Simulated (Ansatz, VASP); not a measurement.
# As in VASP and in Ansatz

File INCAR:

```
SYSTEM = As
  PREC = Accurate
  ENCUT = 520
  EDIFF = 1E-6
  ISMEAR = -1
  SIGMA = 0.05
  LREAL = .False.
  LASPH = .True.
  NELM = 60
  ALGO = Normal
  ISIF = 2
  LWAVE = .False.
  LCHARG = .False.
  GGA = PE
  NBANDS = 8
```

Contents of KPOINTS:

```
Automatic mesh
0
Gamma
  15 15 15
  0 0 0
```

The input POSCAR:

```
As
1.0
    0.0000000000      1.9608330137      1.9608330137
    1.9608330137      0.0000000000      1.9608330137
    1.9608330137      1.9608330137      0.0000000000
As
1
Direct
    0.0000000000      0.0000000000      0.0000000000
```

Input for Ansatz:

```yaml
crystal:
  lattice:
    - [0.0, 1.9608330137, 1.9608330137]
    - [1.9608330137, 0.0, 1.9608330137]
    - [1.9608330137, 1.9608330137, 0.0]
  atoms:
    - { symbol: As, position: [0.0, 0.0, 0.0] }
kpoints:
  mp_grid: { grid: [15, 15, 15] }
scf:
  occupations: { method: fermi_dirac, width: 0.05 }
hamiltonian:
  xc: pbe
  pseudopotentials: { kind: paw }
output:
  forces: true
  stress: true
  eigenvalues: true
  populations: true
```

Change from the starting cell: volume scaled by 0.78, PAW files.

Alike in both runs: task single point; functional PBE; k mesh 15 × 15 × 15; occupations fermi-dirac, width 0.05 eV; no spin polarisation.

|  | VASP | Ansatz |
| --- | --- | --- |
| version | VASP 6.6.1 | Ansatz 0.2.0 |
| potentials or method | VASP PAW PBE potentials, release 64 (As) | PAW with Ansatz's default frozen-core files, scalar-relativistic |
| plane-wave cutoff (eV) | 520 | 420 |
| valence electrons in the cell | 5 | 15 |

VASP gave:

- pressure (GPa): 34.1

Problem. Estimate Ansatz's values.

Solution. Pressure (GPa): 33.5.

With one functional, cell and mesh, what is left measures potentials, basis and numerics. The two sets of potentials don't hold the same shells in valence.

Caveats: so large a pressure means that the cell lies far from this level's equilibrium, or that cutoff or potentials fall short (VASP).
